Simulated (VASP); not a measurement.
A run of VASP 6.6.1:

INCAR

```
SYSTEM = Os
PREC = Accurate ; ENCUT = 600
EDIFF = 1E-8 ; ISMEAR = 1
SIGMA = 0.05 ; LREAL = .False.
LASPH = .True. ; NELM = 150
ALGO = Normal ; ISIF = 3
LWAVE = .False. ; LCHARG = .True.
ISPIN = 2 ; MAGMOM = 0
LORBIT = 11 ; NUPDOWN = 0.0
LMAXMIX = 4 ; GGA = CA
IBRION = 6 ; NFREE = 2
POTIM = 0.015 ; NSW = 1
```

KPOINTS

```
Automatic mesh
0
Gamma
  9 9 9
  0 0 0
```

File POSCAR:

```
Os
1.0
    0.0000000000      1.9450000000      1.9450000000
    1.9450000000      0.0000000000      1.9450000000
    1.9450000000      1.9450000000      0.0000000000
Os
1
Direct
    0.0000000000      0.0000000000      0.0000000000
```

Potentials or basis: VASP PAW LDA potentials, release 64 (Os).

Command:

```console
$ cat potpaw_LDA.64/Os/POTCAR > POTCAR
$ mpirun -np 1 vasp_std > vasp.out
```

Hardware: 1 thread of Intel(R) Xeon(R) Platinum 8488C (Sapphire Rapids), on a shared host.

How long does it take, and how much memory?

It took 2.5 min on 1 thread of Intel(R) Xeon(R) Platinum 8488C (Sapphire Rapids), on a shared host, peak memory 0.21 GiB. Counts: scf iterations 135, k points 35.
